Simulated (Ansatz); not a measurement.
**2H-MoTe2 monolayer in a perpendicular field**

What dipole does a perpendicular field induce in the 2H-MoTe2 monolayer, and does the gap follow? A positive field points along +c.

Method: plane-wave DFT, PBE-D4, Ansatz PAW, in Ansatz 0.2.0.

**What experiment says.**

“Electronic Janus lattice and kagome-like bands in coloring-triangular MoTe2 monolayers” (2023, pmc:10562484) reports for MoTe2, 1H hexagonal monolayer, by scanning tunneling spectroscopy (MBE-grown monolayer on HOPG, 1H domain, 9 K): band gap (quasiparticle gap from dI/dV spectrum) about 1.9 eV [STS gap of a monolayer on a substrate (screening reduces the gap); 1H regions contain …].

This is a report of a sequence of runs, with most program output left out.

## Step 1: The starting structure

The cell holds 3 atoms: 2 Te and 1 Mo. Cell: a = 3.550 Å, b = 3.550 Å, c = 21.774 Å, α = 90.0°, β = 90.0°, γ = 120.0°. Vacuum lies along c.

## Step 2: Relaxing the slab

The starting cell is a guess, so the in-plane lattice and the atoms are relaxed first, with the slab cut off from its images along the normal. The program lengthens the vector along the normal by itself, so c and the volume that it reports differ from the typed ones.

Contents of input.yaml:

```yaml
crystal:
  lattice:
    - [3.55, 0.0, 0.0]
    - [-1.775, 3.0743901834, 0.0]
    - [0.0, 0.0, 21.7741026306]
  atoms:
    - { symbol: Te, position: [0.3333333333, 0.6666666667, 0.4133350592] }
    - { symbol: Mo, position: [0.0, 0.0, 0.5] }
    - { symbol: Te, position: [0.3333333333, 0.6666666667, 0.5866649408] }
  periodic: [true, true, false]
kpoints:
  mp_grid: { grid: [12, 12, 1] }
hamiltonian:
  xc: pbe
  dispersion: d4
scf:
  occupations: { method: fermi_dirac, width: 0.05 }
  convergence: { dr2_threshold: 1.0e-09 }
relax:
  f_tol: 0.004
  max_steps: 90
  cell: {}
output:
  write_potential: true
  write_density: true
  volumetric_format: npy
```

Command:

```console
$ ansatz run input.yaml --threads 2 --pin off --max-ram 3072MiB --backend cpu --events-out ev --progress --plain --runs-dir out
```

Wall time 96 s (2 threads of Arm Neoverse N1, shared host); peak memory 0.56 GiB; 3.1 min of CPU time.

The steps of the relaxation:

```csv
step,energy less that of the first step (eV),largest force component (eV/Å),volume (Å³)
1,0.0000,1.0892,342.14
2,0.0952,1.8767,337.21
3,-0.1123,0.1890,333.45
4,-0.1149,0.0266,333.06
5,-0.1150,0.0011,333.12
6*,-0.1146,0.0011,333.12
```

Relaxation steps marked * repeat the geometry before them on a plane-wave basis chosen anew for their cell, so energy and pressure can jump there. Relaxation step 2 was tried and not accepted.

Forces are held to the 12 operations that the run works with; a distortion that breaks them can't arise in this run.

```csv
cell as run,before,after,change
a (Å),3.550,3.503,-1.3 %
b (Å),3.550,3.503,-1.3 %
```

The atoms that moved most (Å, along periodic axes as changes of fractional coordinates times the final cell, across vacuum about the mean position):

```csv
atom,dx,dy,dz,length
Te1,0.000,0.000,0.072,0.072
Te3,0.000,0.000,-0.072,0.072
```

The relaxed structure:

```xyz
3
Lattice="3.5029 0.0000 0.0000 -1.7515 3.0336 0.0000 0.0000 0.0000 31.3482" Properties=species:S:1:pos:R:3
Te    0.0000    2.0224    9.0722
Mo    0.0000    0.0000   10.8871
Te    0.0000    2.0224   12.7019
```

The lattice constant a goes from 3.550 to 3.503 Å.

## Step 3: Single point, field 0

A sawtooth potential applies the field, turning back in the middle of the vacuum. With the dipole correction the typed value is the field outside the slab. The induced dipole is small, so the SCF threshold is tight.

The cell differs from the one that the last finished run ended in (c 31.348 → 21.630 Å).

Contents of input.yaml:

```yaml
crystal:
  lattice:
    - [3.502931615, 0.0, 0.0]
    - [-1.7514658075, 3.0336277663, 0.0]
    - [0.0, 0.0, 21.6296998526]
  atoms:
    - { symbol: Te, position: [0.3333333333, 0.6666666667, 0.4160945395] }
    - { symbol: Mo, position: [0.0, 0.0, 0.5] }
    - { symbol: Te, position: [0.3333333333, 0.6666666667, 0.5839054605] }
kpoints:
  mp_grid: { grid: [18, 18, 1] }
  band_path:
    path: [[0, 0, 0], [0.5, 0, 0], [0.33333333, 0.33333333, 0], [0, 0, 0]]
    npoints: 16
hamiltonian:
  xc: pbe
  dispersion: d4
scf:
  occupations: { method: fermi_dirac, width: 0.05 }
  convergence: { dr2_threshold: 1.0e-10 }
efield:
  axis: 3
  dipole_correction: true
  ramp_position: 0.97
  ramp_width: 0.06
  amplitude: 0
output:
  dos: { projected: true, e_range: [-6, 5] }
  bader: true
  write_potential: true
  write_density: true
  volumetric_format: npy
  elf: true
```

The job ended after 50 s (2 threads; peak memory 0.58 GiB; 99 s of CPU time).

Numbers from this step:

| Item | Value |
| --- | --- |
| dipole along the normal | 5.20e-8 e·Å |
| gap along the path | 1.189 eV |
| smallest direct gap along the path | 1.189 eV |
| ionisation energy, upper face | 4.829 eV |
| electron affinity, upper face | 3.640 eV |
| gap, the smaller of path and mesh | 1.189 eV |

Running mean over a fixed 2.7 Å (it still follows the layers) of the planar mean; the ramp of the sawtooth is left out. Electron's electrostatic potential energy less the Fermi level against z:

```csv
z (Å),electron's electrostatic potential energy less the Fermi level (eV)
2.88,4.25
3.32,4.25
3.75,4.25
4.18,4.25
4.61,4.25
5.05,4.25
5.48,4.23
5.91,4.18
6.34,4.01
6.78,3.43
7.21,2.21
7.64,1.32
8.08,0.361
8.51,-1.09
8.94,-2.69
9.37,-5.00
9.81,-6.83
10.24,-7.76
10.67,-8.47
10.96,-8.47
11.39,-7.76
11.82,-6.83
12.26,-5.00
12.69,-2.69
13.12,-1.09
13.55,0.361
13.99,1.32
14.42,2.21
14.85,3.43
15.29,4.01
15.72,4.18
16.15,4.23
16.58,4.25
17.02,4.25
17.45,4.25
17.88,4.25
18.31,4.25
18.75,4.25
```

The density of states has structure finer than the step of the table below, so its rows give means over 0.25 eV, whole bins alone (the curve runs from -6 to 2.6 eV). Peaks (eV: height): -5.150: 7.72, -3.930: 8.93, -3.490: 6.56, -2.280: 7.24, 0.860: 7.74, 0.950: 9.81, 1.220: 9.85.

Density of states against energy, zero at the Fermi level of the run, which the smearing sets inside the gap; means over each step:

```csv
energy (eV),density of states (states/eV a cell)
-5.75,0.906
-5.50,1.59
-5.25,3.16
-5.00,3.25
-4.75,2.13
-4.50,0.678
-4.25,0.825
-4.00,4.45
-3.75,2.66
-3.50,2.94
-3.25,2.74
-3.00,2.73
-2.75,2.50
-2.50,1.76
-2.25,4.24
-2.00,3.68
-1.75,3.67
-1.50,2.52
-1.25,4.02
-1.00,2.42
-0.75,2.59
-0.50,0.0937
-0.25,0
0.00,0
0.25,0
0.50,0.00994
0.75,3.63
1.00,3.23
1.25,4.88
1.50,3.94
1.75,3.10
2.00,1.84
2.25,1.29
```

Projected DOS per atom over height of the atomic layer and energy from the Fermi level. Layers: Te Mo Te from below.

Values in states/eV, 22 rows by 3 columns, each cell a mean:
```
0.36 0.40 0.36
0.46 0.72 0.46
0.85 1.94 0.85
0.58 2.68 0.58
0.58 2.83 0.58
0.02 0.10 0.02
0.00 0.00 0.00
0.00 0.00 0.00
0.36 1.13 0.36
0.54 1.93 0.54
0.80 1.30 0.80
0.99 1.63 0.99
1.10 1.37 1.10
0.59 0.99 0.59
0.75 1.19 0.75
0.90 0.84 0.90
1.33 1.25 1.33
0.41 0.29 0.41
0.47 0.40 0.47
1.21 1.00 1.21
0.70 0.54 0.70
0.33 0.22 0.33
```
Columns: height of the atomic layer (Å) from 9 to 12.6; rows upwards: energy from the Fermi level (eV) from -5.96 to 2.59.

Electronic bands along the path, in eV, zero at the Fermi level of the run, which the smearing sets inside the gap:

```csv
point,band 20,band 21,band 22,band 23,band 24,band 25,band 26,band 27
Γ,-2.18,-1.40,-1.40,-1.15,2.63,2.63,2.90,2.90
halfway,-2.23,-1.79,-1.53,-1.42,0.91,1.66,1.69,3.02
M,-2.85,-2.30,-1.36,-0.79,0.93,1.22,2.74,3.15
halfway,-3.29,-2.69,-2.27,-0.76,0.89,1.51,1.84,3.16
K,-3.61,-3.51,-2.38,-0.58,0.61,1.24,2.03,3.60
halfway,-3.09,-2.06,-1.43,-1.14,0.71,1.31,1.43,2.91
Γ,-2.18,-1.40,-1.40,-1.15,2.63,2.63,2.90,2.90
```

Valence density in the ca plane at fractional y = 0.667, with atoms of Te within 0.2 Å of it. It is the smooth field of the valence electrons, not physical close to the nuclei.

Ten steps, logarithmic in the rise over the least value, from '0' (0 e/Å³) to '9' (14 e/Å³), each cell a mean:
```
00000000000000000011222233222211000000000000
00000000000000000011112233221111000000000000
00000000000000000112222222222221100000000000
00000000000000001234432222223443210000000000
00000000000000002358863211236885320000000000
00000000000000012479974211248997421000000000
00000000000000012379974211247997321000000000
00000000000000001246643222234664210000000000
00000000000000000123322222223332100000000000
```
Columns run along c (16.0 Å, from fractional 0.09 to 0.83 of the cell), rows up along a (3.5 Å). Atoms in or near the plane, at fractional coordinates: Te at (0.42, 0.33), Te at (0.58, 0.33).

Electrostatic potential energy in the ca plane at fractional y = 0.667, with atoms of Te within 0.2 Å of it. With pseudopotentials it is smooth inside the atoms' cores, unlike the true potential.

Ten even steps from '0' (-17 eV) to '9' (19 eV), each cell a mean:
```
66666666666666666555554322345555566666666666
66666666666666666555554311345555566666666666
66666666666666665544444433444444556666666666
66666666666666665410013444431001456666666666
66666666666666654117711455412771145666666666
66666666666666654069960355306996045666666666
66666666666666654049940455405994045666666666
66666666666666665202202455420220356666666666
66666666666666665531134444443113556666666666
```
Columns run along c (16.0 Å, from fractional 0.09 to 0.83 of the cell; values clipped at the 3rd and 97th percentile), rows up along a (3.5 Å). Atoms in or near the plane, at fractional coordinates: Te at (0.42, 0.33), Te at (0.58, 0.33).

ELF in the ca plane at fractional y = 0.667, with atoms of Te within 0.2 Å of it. It is the smooth field of the valence electrons, not physical close to the nuclei.

Ten even steps from '0' (0.00) to '9' (0.85), each cell a mean:
```
00000000000000001234442122124443210000000000
00000000000000000122332122123321100000000000
00000000000000124566664222246666542100000000
00000000000002478865566422466556887420000000
00000000000024799751135522553125799742000000
00000000000126899720014422541002799852100000
00000000000025899730025522542003799852000000
00000000000013689864356522565346898631000000
00000000000001257776665322366667764210000000
```
Columns run along c (16.0 Å, from fractional 0.09 to 0.83 of the cell), rows up along a (3.5 Å). Atoms in or near the plane, at fractional coordinates: Te at (0.42, 0.33), Te at (0.58, 0.33).

The gap is 1.19 eV, with the valence edge 4.83 eV and the conduction edge 3.64 eV under the upper vacuum level. Spin-orbit coupling, left out in this run, matters for the bands of elements this heavy.

## Step 4: Atoms held, field 0.03 V/Å

Edit input.yaml of step 3 so:

```diff
@@ -25,6 +25,4 @@
   ramp_width: 0.06
-  amplitude: 0
+  amplitude: 0.03
 output:
-  dos: { projected: true, e_range: [-6, 5] }
-  bader: true
   write_potential: true
@@ -32,2 +30 @@
   volumetric_format: npy
-  elf: true
```

Elapsed: 38 s, on 2 threads; peak memory 0.55 GiB; 74 s of CPU time.

The dipole is 0.0111 e·Å, and the gap 1.189 eV.

## Step 5: Single point, field -0.03 V/Å

Edit input.yaml of step 4 so:

```diff
@@ -25,3 +25,3 @@
   ramp_width: 0.06
-  amplitude: 0.03
+  amplitude: -0.03
 output:
```

The job ended after 40 s (2 threads; peak memory 0.55 GiB).

The dipole is -0.0111 e·Å, and the gap 1.189 eV.

## Step 6: Single point, field 0.15 V/Å

Edit input.yaml of step 5 so:

```diff
@@ -25,3 +25,3 @@
   ramp_width: 0.06
-  amplitude: -0.03
+  amplitude: 0.15
 output:
```

Run time: 38 s. Hardware: 2 threads; peak memory 0.56 GiB.

The dipole is 0.0557 e·Å, and the gap 1.189 eV.

## Step 7: Atoms held, field 0.25 V/Å

Edit input.yaml of step 6 so:

```diff
@@ -25,3 +25,3 @@
   ramp_width: 0.06
-  amplitude: 0.15
+  amplitude: 0.25
 output:
```

Run time: 41 s. Hardware: 2 threads; peak memory 0.56 GiB.

The dipole is 0.0929 e·Å, and the gap 1.189 eV.

## Step 8: Single point, field -0.25 V/Å

Edit input.yaml of step 7 so:

```diff
@@ -25,4 +25,6 @@
   ramp_width: 0.06
-  amplitude: 0.25
+  amplitude: -0.25
 output:
+  dos: { projected: true, e_range: [-6, 5] }
+  bader: true
   write_potential: true
@@ -30 +32,2 @@
   volumetric_format: npy
+  elf: true
```

The job ended after 56 s (2 threads; peak memory 0.56 GiB).

The dipole is -0.0929 e·Å, and the gap 1.189 eV.

## Step 9: Response, atoms held

This step: plane-wave DFT, PBE-D4, Ansatz PAW; response to a field along the normal, atoms held (Ansatz 0.2.0).

The dipoles give the slope, and the difference of two potentials shows where the field is screened.

This step gave:

* equivalent conductor thickness p/(ε₀AE): 6.327 Å
* distance between the outer atoms: 3.630 Å

The dipole of the cell by applied field:

```csv
applied field (V/Å),dipole of the cell (e·Å)
-0.250,-0.0929
-0.030,-0.0111
0.000,0
0.030,0.0111
0.150,0.0557
0.250,0.0929
```

Local field over the applied field, running mean. From the potentials at -0.03 and 0.03 V/Å; running mean over 2.5 Å. Table of local field over applied field by z:

```csv
z (Å),local field over applied field
4.5,0.996
5.0,0.990
5.5,0.973
6.0,0.933
6.5,0.850
7.0,0.710
7.5,0.542
8.0,0.370
8.5,0.213
9.0,0.101
9.5,0.0522
10.0,0.0375
10.5,0.0316
11.0,0.0306
11.5,0.0355
12.0,0.0467
12.5,0.0828
13.0,0.178
13.5,0.327
14.0,0.497
14.5,0.668
15.0,0.819
15.5,0.917
16.0,0.966
16.5,0.987
17.0,0.995
17.5,0.998
```

Electrons, planar mean, per unit field. The induced electron density by z:

```csv
z (Å),induced electron density (e/Å³ per V/Å)
4.04,5.9e-6
4.47,1.5e-5
4.76,2.8e-5
5.19,6.9e-5
5.48,1.2e-4
5.91,2.8e-4
6.20,4.8e-4
6.63,0.00102
6.92,0.00161
7.35,0.00280
7.64,0.00338
8.08,0.00261
8.36,0.00119
8.80,8.2e-4
9.23,3.7e-4
9.52,3.3e-4
9.95,-3.9e-4
10.24,-4.6e-4
10.67,-1.3e-4
10.96,1.3e-4
11.39,4.6e-4
11.68,4.0e-4
12.11,-3.2e-4
12.40,-4.0e-4
12.83,-8.2e-4
13.27,-0.00119
13.55,-0.00261
13.99,-0.00338
14.28,-0.00279
14.71,-0.00161
15.00,-0.00102
15.43,-4.8e-4
15.72,-2.8e-4
16.15,-1.2e-4
16.44,-6.9e-5
16.87,-2.8e-5
17.16,-1.5e-5
17.59,-5.9e-6
```

The smaller of the gaps on the path and on the k-mesh, counted as 0 under 0.03 eV. The gap stays at 1.19 eV for applied field from -0.25 to 0.25 V/Å.

By hand: between -0.03 and 0.03 V/Å the dipole changes by 0.02230 e·Å, a slope of 0.3716 e·Å²/V. A perfect conductor of thickness t has p = ε₀AEt, so t = 180.95 × 0.3716 / 10.627 = 6.33 Å (e/ε₀ = 180.95 V·Å, A in Å²).

The induced dipole is that of a conductor 6.33 Å thick.

## Step 10: Varying the input

This step: plane-wave DFT, PBE-D4, Ansatz PAW (Ansatz 0.2.0).

An input spoilt on purpose, to show how the run answers: it repeats the earlier run at 0.03 V/Å with efield.ramp_width from 0.06 to 0.9, and scf.max_iter set to 100.

Edit input.yaml of step 8 so:

```diff
@@ -20,2 +20,3 @@
   convergence: { dr2_threshold: 1.0e-10 }
+  max_iter: 100
 efield:
@@ -24,7 +25,5 @@
   ramp_position: 0.97
-  ramp_width: 0.06
-  amplitude: -0.25
+  ramp_width: 0.9
+  amplitude: 0.03
 output:
-  dos: { projected: true, e_range: [-6, 5] }
-  bader: true
   write_potential: true
@@ -32,2 +31 @@
   volumetric_format: npy
-  elf: true
```

It took 0.68 s on 2 threads; peak memory 0.32 GiB.

The input was rejected at the start.

The program's message: “Error: efield: ion 0 (Te) at fractional coordinate 0.4161 along the field axis lies inside the sawtooth ramp with 2 of the planes that the density is read on at each end, [0.9567, 0.8833] — the ramp m …”

The fault put into the input: a ramp so wide that it reaches the atoms.

## Step 11: Varying the input: efield.ramp_width = 0.15 and efield.amplitude = -0.05

Another changed input: it repeats the earlier run at 0.03 V/Å with efield.ramp_width from 0.06 to 0.15 and efield.amplitude from 0.03 to -0.05.

Edit input.yaml of step 10 so:

```diff
@@ -20,3 +20,2 @@
   convergence: { dr2_threshold: 1.0e-10 }
-  max_iter: 100
 efield:
@@ -25,4 +24,4 @@
   ramp_position: 0.97
-  ramp_width: 0.9
-  amplitude: 0.03
+  ramp_width: 0.15
+  amplitude: -0.05
 output:
```

The job ended after 39 s (2 threads; peak memory 0.55 GiB).

This step gave:

- dipole along the normal: -0.01858 e·Å

Electronic bands along the path, in eV, zero at the Fermi level of the run, which the smearing sets inside the gap:

(Unchanged from step 3.)

```csv
quantity,this run,earlier run,difference
dipole along the normal (e·Å),-0.01858,0.01115,-0.030
gap along the path (eV),1.189,1.189,1.0e-6
smallest direct gap along the path (eV),1.189,1.189,1.0e-6
```

The applied field differs, and the slope found earlier predicts a dipole of -0.0186 e·Å; this run gives -0.0186 e·Å, in line with it.

## Step 12: What came out

| Property | Result |
| --- | --- |
| gap without field | 1.19 eV |
| ionisation energy, upper face | 4.83 eV |
| electron affinity, upper face | 3.64 eV |
| equivalent conductor thickness, atoms held | 6.33 Å |

What this shows: The induced dipole equals that of a perfect conductor 6.33 Å thick, while the outer atoms lie 3.63 Å apart; an out-of-plane ε follows only once a thickness t is chosen, by 1 − 1/ε = 6.33 Å / t. The gap stays within 0.01 eV of 1.19 eV over the fields run, up to 0.25 V/Å in size. The measured quasiparticle gap below is for a layer on a substrate, whose screening lowers it, so a free-standing Kohn-Sham gap can come near it by a cancelling of errors. Semilocal functionals give gaps that are too small, and excitons are not included. Spin-orbit coupling is left out, which matters for the bands of elements this heavy.

Computed beside measured:

```
                                                                       quantity  measured           PBE D4
band gap (quasiparticle gap from dI/dV spectrum, monolayer on a substrate) (eV)       1.9  1.19 (-0.71 eV)
```

Measured values from pmc:10562484 (2023).

Verdict: The band gap is off by -0.71 eV. Local and semilocal functionals usually give gaps below the measured ones. Spin-orbit coupling, left out here, can change the gap with such heavy elements. Zero-point and thermal motion shift the measured gap.

[Logs are printed without paths, hosts, clocks, repeated set-up lines and the standing remarks that a program may print on its own settings, such as how far it seeks lower states.]

[Hosts, paths, dates, database ids (printed as entryN), source tags and the programs' standing remarks are cut or masked in the printed files.]

[Maps of the electrostatic potential energy from Ansatz leave out the sawtooth potential of an applied field or a dipole correction, so their vacuum need not be flat; planar profiles and work functions include it.]

[The density of states shown here was stored with 400 of the rows of the run's finer table, so its peaks can read low, often by over a quarter, or be missed, and its means over a window can be off by a tenth or more.]
